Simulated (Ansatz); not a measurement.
**Nuclear-site quantities of BaS as the cell is scaled**

```
CELL_PARAMETERS angstrom
0.00000 3.19375 3.19375
3.19375 0.00000 3.19375
3.19375 3.19375 0.00000
ATOMIC_POSITIONS crystal
Ba 0.00000 0.00000 0.00000
S 0.50000 0.50000 0.50000
```

Atom numbers follow the list: Ba1, S2.

Conventional cell: a = 6.388 Å, b = 6.388 Å, c = 6.388 Å, α = 90.00°, β = 90.00°, γ = 90.00°. Ba (atom 1) has 6 S at 3.19 Å as nearest neighbours. S (atom 2) has 6 Ba at 3.19 Å as nearest neighbours.

The cell is COD entry 9008600, as deposited and not checked against the literature; nothing was relaxed.

No spin–orbit coupling, which matters for the heavy atoms here.

The calculation used DFT, PBEsol, all-electron PAW with datasets made for the crystal, scalar-relativistic in Ansatz 0.2.0.

The runs use a Γ-centred 8×8×8 k mesh, Fermi–Dirac smearing of 0.02 eV, cutoff 260 eV (chosen by the program for this cell), no spin polarisation.

The contact density is the mean electron density over the nuclear volume; its changes follow the s electrons' response to bonding and compression. Changes below are taken from the unscaled cell, where it is 2.06226e+06 e/Å³ at Ba1, 19716.8 e/Å³ at S2.

Volumes at which the program chose other datasets or cutoffs are left out.

```csv
V/V(cell),P (GPa),Δρ(0) Ba1 (e/Å³),Δρ(0) S2 (e/Å³)
0.9400,1.8,1.57,-0.16
0.9500,1.2,?,-0.14
0.9600,0.7,1.02,-0.12
0.9800,-0.3,0.49,-0.06
0.9900,-0.7,0.24,-0.03
1.0000,-1.2,0.00,0.00
1.0100,-1.6,?,0.03
1.0200,-1.9,-0.48,?
```

(1) Fill in "Δρ(0) Ba1 (e/Å³)" for the row "0.9500".

(2) What belongs in the row "1.0100", column "Δρ(0) Ba1 (e/Å³)"?

(3) Fill in "Δρ(0) S2 (e/Å³)" for the row "1.0200".

The datasets are made afresh for each cell, so very small changes are uncertain. Scalar relativity leaves out the p1/2 density at heavy nuclei.

## Answers

(1) 1.29.

(2) -0.24.

(3) 0.07.
